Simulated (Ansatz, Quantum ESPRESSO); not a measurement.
Given: the input of a run of Quantum ESPRESSO 7.5 (ASE script) on Ir. This isn't the form of Ir at room conditions, which is fcc.

File run.py:

```python
import numpy as np
from ase.calculators.espresso import Espresso, EspressoProfile
from ase.io import read

atoms = read('POSCAR')

input_data = {
    'control': {'calculation': 'scf', 'prefix': 'pwscf', 'outdir': './tmp', 'tprnfor': True, 'tstress': True, 'disk_io': 'low'},
    'system': {'ecutwfc': 45.0, 'ecutrho': 360.0, 'nbnd': 22, 'occupations': 'smearing', 'smearing': 'fd', 'degauss': 0.00367493},
    'electrons': {'conv_thr': 4e-10, 'electron_maxstep': 120, 'mixing_beta': 0.5},
}
pseudopotentials = {'Ir': 'ir_pbesol_v1.2.uspp.F.UPF'}
profile = EspressoProfile(command='mpirun -n 2 pw.x -nk 2', pseudo_dir='pseudo')
dft = Espresso(profile=profile, input_data=input_data, pseudopotentials=pseudopotentials, kpts=(11, 11, 6), koffset=(0, 0, 0))
atoms.calc = dft

from ase.optimize import LBFGS
from ase.filters import FrechetCellFilter
done = LBFGS(FrechetCellFilter(atoms), trajectory='opt.traj').run(fmax=0.02, steps=30)
print('converged', done)
print('cell (A)', np.round(atoms.cell.cellpar(), 5))
print(f'energy {atoms.get_potential_energy():.8f} eV')
print('forces (eV/A)')
print(np.round(atoms.get_forces(), 6))
print('stress (eV/A^3, Voigt)')
print(np.round(atoms.get_stress(), 8))
print(f'Fermi level {dft.get_fermi_level():.4f} eV')
```

Contents of POSCAR:

```
Ir
1.0
    2.7513778946      0.0000000000      0.0000000000
   -1.3756889473      2.3827631521      0.0000000000
    0.0000000000      0.0000000000      4.4622900000
Ir
2
Direct
    0.3333333333      0.6666666667      0.2500000000
    0.6666666667      0.3333333333      0.7500000000
```

Potentials or basis: GBRV 1.5 PBEsol.

The run is started by

```bash
$ OMP_NUM_THREADS=1 python run.py
```

Problem. Translate it to Ansatz 0.2.0. Potentials or basis there: Ansatz PAW, cutoff 420 eV.

Solution. As run (cutoffs and basis follow the program's own potentials, and thresholds, step limits or extra output files can differ):

Contents of input.yaml:

```yaml
crystal:
  lattice:
    - [2.7513778946, 0.0, 0.0]
    - [-1.3756889473, 2.3827631521, 0.0]
    - [0.0, 0.0, 4.46229]
  atoms:
    - { symbol: Ir, position: [0.3333333333, 0.6666666667, 0.25] }
    - { symbol: Ir, position: [0.6666666667, 0.3333333333, 0.75] }
hamiltonian:
  xc: pbesol
  pseudopotentials: { kind: paw }
kpoints:
  mp_grid: { grid: [11, 11, 6] }
scf:
  occupations: { method: fermi_dirac, width: 0.05 }
output:
  forces: true
  stress: true
  eigenvalues: true
  write_density: true
  write_potential: true
  elf: true
  volumetric_format: npy
relax:
  f_tol: 0.01
  max_steps: 40
  cell: { stress_tol: 0.05 }
```

Potentials or basis: Ansatz PAW.

Launch:

```bash
$ ansatz run input.yaml --threads 2 --pin off --max-ram 5632MiB --backend cpu --events-out ev --progress --plain --runs-dir out
```

Both were run:

|  | Quantum ESPRESSO | Ansatz |
| --- | --- | --- |
| Relaxed volume | 14.12 Å³/atom | 14.12 Å³/atom |
| Relaxed cell | a = 2.720 Å, b = 2.720 Å, c = 4.408 Å, α = 90.00°, β = 90.00°, γ = 120.00° | a = 2.720 Å, b = 2.720 Å, c = 4.408 Å, α = 90.00°, β = 90.00°, γ = 120.00° |
| Space group after relaxing | P6_3/mmc (No. 194) | P6_3/mmc (No. 194) |
| Pressure after relaxing | 0.0 GPa | 0.0 GPa |

Ansatz's pressure holds a Pulay term of +0.07 GPa for its cutoff of 420 eV, which the other run lacks.

The potentials hold 30 and 34 valence electrons a cell.

Ansatz's potentials were made for PBE.

Where Ansatz's input types no cutoff or centring, it takes its own default and a Γ-centred mesh.

Pressure is positive in compression.
